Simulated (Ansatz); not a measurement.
Planning a GW calculation on AlAs (F-43m).

```cif
data_structure
_symmetry_space_group_name_H-M 'P 1'
_symmetry_Int_Tables_number 1
_cell_length_a 4.0028
_cell_length_b 4.0028
_cell_length_c 4.0028
_cell_angle_alpha 60.000
_cell_angle_beta 60.000
_cell_angle_gamma 60.000
_cell_volume 45.35
loop_
_atom_site_label
_atom_site_type_symbol
_atom_site_fract_x
_atom_site_fract_y
_atom_site_fract_z
_atom_site_occupancy
Al1 Al 0.00000 0.00000 0.00000 1
As2 As 0.25000 0.25000 0.25000 1
```

The cell and positions come from the Crystallography Open Database and are kept as given unless a step says otherwise.

Runs so far (Ansatz 0.2.0, start PBE, PAW set soft_1 files, 6×6×6 mesh). Times are wall times on 1 × NVIDIA H100 80GB HBM3 (shared by 6 runs) with 3 threads of AMD EPYC 7R13 (Zen 3), shared host, good to a factor of about two.

| bands summed | cutoff (eV) | gap on the mesh (eV) | time |
| --- | --- | --- | --- |
| 56 | 60 | 1.849 | 20 s |
| 144 | 120 | 2.078 | 27 s |

**Question.** What should the next rung give, with 300 bands and screening to 200 eV, and where is the limit?

The error falls about as one over the bands when the cutoff rises with them. A line through the two highest rungs given predicts 2.154 eV; the run gave 2.162 eV, close to it. The two highest rungs put the limit near 2.239 eV, the pair below near 2.224 eV; their difference is a rough measure of what is unsettled in bands and cutoff; the mesh is a separate error.

Gaps are over the mesh's points; an edge off the mesh would be missed. Limits: not at the basis limit; no spin-orbit coupling.

[Paths, hosts, dates, memory and timing lines, banners, echoed tables and standing remarks are left out of the program output.]

[Logs are printed without paths, hosts, clocks, repeated set-up lines and the standing remarks that a program may print on its own settings, such as how far it seeks lower states.]

[Runs of the session that timed out or met a known fault of the program may be left out.]

[Cells called generated may have been cut or substituted from an entry of the Crystallography Open Database or the Materials Project.]

[Hosts, paths, dates, database ids (printed as entryN), source tags and the programs' standing remarks are cut or masked in the printed files.]
